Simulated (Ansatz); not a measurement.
# Ta: a tetragonal deformation path

An exercise on one series of results from a longer session: the logs are not shown, and one member is left open.

Method: DFT PBE, scalar-relativistic, plane waves, PAW, in Ansatz 0.2.0.

### Starting point

It takes space group Im-3m (No. 229, cubic). Conventional cell: a = 3.303 Å, b = 3.303 Å, c = 3.303 Å, α = 90.00°, β = 90.00°, γ = 90.00°. Around Ta (site symmetry m-3m) lie 8 Ta at 2.86 Å.

Coordinates:

```xyz
1
Lattice="-1.6513 1.6513 1.6513 1.6513 -1.6513 1.6513 1.6513 1.6513 -1.6513" Properties=species:S:1:pos:R:3 pbc="T T T"
Ta    0.0000    0.0000    0.0000
```

The cell is taken as given, not relaxed at this level.

### The reference cell

The reference gives a free energy of -9932.2551 eV, pressure 3.15 GPa, largest force 0.000 eV/Å and gap on the mesh none (metal). It was computed beforehand with the settings of the runs below.

Set-up of the first run:

At fixed volume and fractional coordinates, lengths along (0.000, 0.000, 1.000) are scaled against those across it; ρ is that ratio over its starting value.

Input file input.yaml:

```yaml
crystal:
  lattice:
    - [-1.8535924404, 1.8535924404, 1.3104898553]
    - [1.8535924404, -1.8535924404, 1.3104898553]
    - [1.8535924404, 1.8535924404, -1.3104898553]
  atoms:
    - { symbol: Ta, position: [0.0, 0.0, 0.0] }
basis:
  ecutwfc: 420
kpoints:
  mp_grid: { grid: [22, 22, 22] }
hamiltonian:
  xc: pbe
scf:
  occupations: { method: gaussian, width: 0.15 }
output:
  forces: true
  stress: true
  eigenvalues: true
  write_density: true
  write_potential: true
  elf: true
  volumetric_format: npy
```

Run with:

```bash
$ ansatz run input.yaml --threads 1 --pin off --max-ram 2560MiB --backend cpu --events-out ev --progress --plain --runs-dir out
```

Among the steps run: At ρ = 0.707; ρ = 1.414; At ρ = 0.850; ρ = 1.200; ρ = 0.780; Point ρ = 1.300; Point ρ = 0.920; Point ρ = 1.100; Point ρ = 0.650; Point ρ = 1.500; ρ = 0.960; Point ρ = 1.050.

One table of the session follows, with a row left open; its other results are not shown here.

The scan, with free energies counted from the undisturbed cell:

```
    ρ  ΔE (meV/atom)  pressure (GPa)
0.650          614.5            16.8
0.707              ?               ?
0.780          213.1             8.3
0.850           81.4             5.5
0.920           25.5             3.6
0.960            6.5             3.3
1.000            0.0             3.2
1.050            9.2             3.3
1.100           35.4             3.9
1.200          120.6             5.8
1.300          214.5             7.9
1.414          260.5             9.2
1.500          241.8             8.5
```

Q: Estimate the row for ρ = 0.707 from the others.

Worked estimate for «ΔE (meV/atom)». A straight line through the neighbours (0.650, 614.5) and (0.780, 213.1) gives 614.5 + (213.1 − 614.5) × (0.707 − 0.650) / (0.780 − 0.650) = 438.5; a parabola fitted to 3 rows on both sides gives 413.4.

The run gave: ΔE (meV/atom): 425.7; pressure (GPa): 11.3. In «ΔE (meV/atom)» the line misses by +12.8 and the parabola by -12.3.
